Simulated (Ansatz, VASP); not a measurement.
## One calculation of SnO, two programs

INCAR

```
PREC = Accurate
ENCUT = 520
EDIFF = 1E-7
ISMEAR = -1
SIGMA = 0.05
LREAL = F
LASPH = T
NELM = 60
ALGO = Normal
ISIF = 2
LWAVE = F
LCHARG = F
GGA = PE
NBANDS = 28
```

KPOINTS

```
Automatic mesh
0
Gamma
  7 7 6
```

Contents of POSCAR:

```
SnO
1.0
    3.7621524798      0.0000000000      0.0000000000
    0.0000000000      3.7621524798      0.0000000000
    0.0000000000      0.0000000000      4.8208658347
Sn O
2 2
Direct
    0.5000000000      0.0000000000      0.7646261400
    0.0000000000      0.5000000000      0.2353738600
    0.0000000000      0.0000000000      0.0000000000
    0.5000000000      0.5000000000      0.0000000000
```

input.yaml

```yaml
crystal:
  lattice:
    - [3.7621524798, 0.0, 0.0]
    - [0.0, 3.7621524798, 0.0]
    - [0.0, 0.0, 4.8208658347]
  atoms:
    - { symbol: Sn, position: [0.5, 0.0, 0.76462614] }
    - { symbol: Sn, position: [0.0, 0.5, 0.23537386] }
    - { symbol: O, position: [0.0, 0.0, 0.0] }
    - { symbol: O, position: [0.5, 0.5, 0.0] }
hamiltonian:
  xc: pbe
  pseudopotentials: { kind: paw }
kpoints:
  mp_grid: { grid: [7, 7, 6] }
scf:
  occupations: { method: fermi_dirac, width: 0.05 }
output:
  forces: true
  stress: true
  eigenvalues: true
```

Change from the starting cell: volume scaled by 0.96.

Alike in both runs: task single point; functional PBE; k mesh 7 × 7 × 6; occupations fermi-dirac, width 0.05 eV; no spin polarisation.

|  | VASP | Ansatz |
| --- | --- | --- |
| version | VASP 6.6.1 | Ansatz 0.2.0 |
| potentials or method | VASP PAW PBE potentials, release 64 (Sn_d, O) | Ansatz PAW |
| plane-wave cutoff (eV) | 520 | 420 |
| valence electrons in the cell | 40 | 40 |

```csv
,VASP,Ansatz,Ansatz less VASP
gap on the k mesh at the Fermi level (eV),0.24,0.22,-0.016
least direct gap on the mesh (eV),2.03,2.07,+0.039
pressure (GPa),8.3,8.0,-0.29
largest component of the traceless stress (GPa),1.35,1.37,+0.016
rms of the force components (eV/Å),0.439,0.399,-0.0394
```

Atom by atom the forces differ by 0.039 eV/Å (rms over components).

Caveats: spin-orbit coupling is left out, which moves the levels of the heavy elements; an odd mesh through Γ misses points on the zone boundary, where band edges often lie (VASP); forces of over 1 eV/Å show positions far from the minimum, so gaps and moduli don't describe the material at rest (VASP); odd divisions of the mesh miss points on the zone boundary, where band edges often lie, so the gap on the mesh can be too wide (Ansatz); the pressure holds a Pulay correction of +0.5 GPa for the finite cutoff (Ansatz).
